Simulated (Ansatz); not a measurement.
# GaP: the cost of one run

Method: DFT PBEsol, scalar-relativistic, plane waves, PAW, in Ansatz 0.2.0.

3 further runs of the same task are left out: 3 set aside as unsound or not needed. Runs told in other sessions of the task aren't counted.

## 1. The starting structure

The cell holds 32 atoms (Ga15P16Zn): a = 9.420 Å, b = 9.420 Å, c = 9.420 Å, α = 109.47°, β = 109.47°, γ = 109.47°.

The coordinates of this cell stand in the input of its own run.

The host was relaxed before at PBEsol: a = 5.438 Å, b = 5.438 Å, c = 5.438 Å, α = 90.00°, β = 90.00°, γ = 90.00° (conventional cell), 20.106 Å³/atom.

Places, in fractions of the supercell: Zn in place of Ga at (0.250, 0.250, 0.500). The start keeps the symmetry of the ideal site.

## 2. Band edges of the host over the zone

input.yaml

```yaml
crystal:
  lattice:
    - [0.0, 2.7192244521, 2.7192244521]
    - [2.7192244521, 0.0, 2.7192244521]
    - [2.7192244521, 2.7192244521, 0.0]
  atoms:
    - { symbol: Ga, position: [0.0, 0.0, 0.0] }
    - { symbol: P, position: [0.25, 0.25, 0.25] }
basis:
  ecutwfc: 420
  xc_grid: 2
kpoints:
  mp_grid: { grid: [8, 8, 8] }
  band_path: { path: [VBM, CBM], npoints: 2 }
hamiltonian:
  xc: pbesol
scf:
  occupations: { method: gaussian, width: 0.02 }
output:
  forces: true
  stress: true
  eigenvalues: true
```

Launch:

```
ansatz run input.yaml --threads 8 --pin off --max-ram 16384MiB --backend cpu --events-out ev --progress --plain --runs-dir out
```

What time and memory should one allow on 8 threads of Arm Neoverse V1, shared host?

About 1.1 s, with a peak of 0.28 GiB.
